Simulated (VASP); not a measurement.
**CdF2: single point with PBE**

CdF2:

```xyz
3
Lattice="0.0000 2.6940 2.6940 2.6940 0.0000 2.6940 2.6940 2.6940 0.0000" Properties=species:S:1:pos:R:3 pbc="T T T"
Cd    0.0000    0.0000    0.0000
F     1.3470    1.3470    1.3470
F     4.0410    4.0410    4.0410
```

```yaml
Program: VASP 6.6.1
Task: single point
Functional: PBE
Potentials_or_basis: VASP PAW PBE potentials, release 64 (Cd, F)
Cutoff: 520 eV
k_mesh: 8 × 8 × 8
Occupations: fermi-dirac, width 0.02 eV
Spin: no spin polarisation
Dipole_correction: no
Further_INCAR_settings: ALGO = Normal; EDIFF = 1e-06; NBANDS = 20
```

| Item | Value |
| --- | --- |
| Pressure | 6.2 GPa |
| Band gap on the k mesh | 3.07 eV, indirect (least direct gap 3.57 eV) |

Levels at points of the mesh, in eV from the valence-band top:
```tsv
k point	band 10	band 11	band 12	band 13	band 14	band 15	band 16	band 17
(0.00, 0.00, 0.00)	-0.97	-0.50	-0.50	-0.50	3.07	12.70	12.70	12.70
(0.50, 0.00, 0.00)	-1.84	-1.84	-0.40	-0.40	7.17	9.16	14.50	14.50
(0.50, 0.50, 0.00)	-2.96	-0.50	-0.09	-0.09	8.00	9.65	11.92	14.29
```

It took 28 s on 1 thread of Intel(R) Xeon(R) Platinum 8375C CPU @ 2.90GHz (Ice Lake) (shared host), peak memory 0.16 GiB.

A k mesh can miss the band edges. As with any semilocal functional, this PBE gap is likely too small.
